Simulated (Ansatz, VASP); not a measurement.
# Two plane-wave programs on ZnS (Wurtzite-2H)

INCAR

```
ALGO = Normal
EDIFF = 1E-7
ENCUT = 520
GGA = PE
ISIF = 2
ISMEAR = -1
LASPH = True
LCHARG = False
LREAL = False
LWAVE = False
NBANDS = 26
NELM = 80
PREC = Accurate
SIGMA = 0.05
```

KPOINTS

```
k-points
0
Gamma
  6 6 4
```

File POSCAR:

```
ZnS
1.0
    3.7347800000      0.0000000000      0.0000000000
   -1.8673900000      3.2344145400      0.0000000000
    0.0000000000      0.0000000000      6.4910453978
Zn S
2 2
Direct
    0.3333333333      0.6666666667      0.0000000000
    0.6666666667      0.3333333333      0.5000000000
    0.3333333333      0.6666666667      0.3850000000
    0.6666666667      0.3333333333      0.8850000000
```

Input for Ansatz:

```yaml
crystal:
  lattice:
    - [3.7347799999999998, 0.0, 0.0]
    - [-1.8673899999999999, 3.23441454, 0.0]
    - [0.0, 0.0, 6.491045397750938]
  atoms:
    - { symbol: Zn, position: [0.3333333333333333, 0.6666666666666666, 0.0] }
    - { symbol: Zn, position: [0.6666666666666666, 0.3333333333333333, 0.5] }
    - { symbol: S, position: [0.3333333333333333, 0.6666666666666666, 0.385] }
    - { symbol: S, position: [0.6666666666666666, 0.3333333333333333, 0.885] }
basis:
  ecutwfc: 520.0
kpoints:
  mp_grid:
    grid: [6, 6, 4]
hamiltonian:
  xc: pbe
  pseudopotentials:
    kind: paw
scf:
  convergence:
    dr2_threshold: 1.0e-10
  occupations:
    method: fermi_dirac
    width: 0.05
output:
  stress: true
```

Alike in both runs: task single point; functional PBE; k mesh 6 × 6 × 4; occupations fermi-dirac, width 0.05 eV; no spin polarisation.

```csv
,VASP,Ansatz
version,VASP 6.6.1,Ansatz 0.2.0
potentials or method,"VASP PAW PBE potentials, release 64 (Zn, S)","plane waves, PAW"
plane-wave cutoff (eV),520,520
valence electrons in the cell,36,36
```

Ansatz gave:

- pressure (GPa): 3.3
- largest component of the traceless stress (GPa): 6.22

Task: What did VASP give for the same quantities?

Result: Pressure (GPa): 3.5; largest component of the traceless stress (GPa): 6.28.

Ansatz warned: «structure_snapped_to_symmetry».
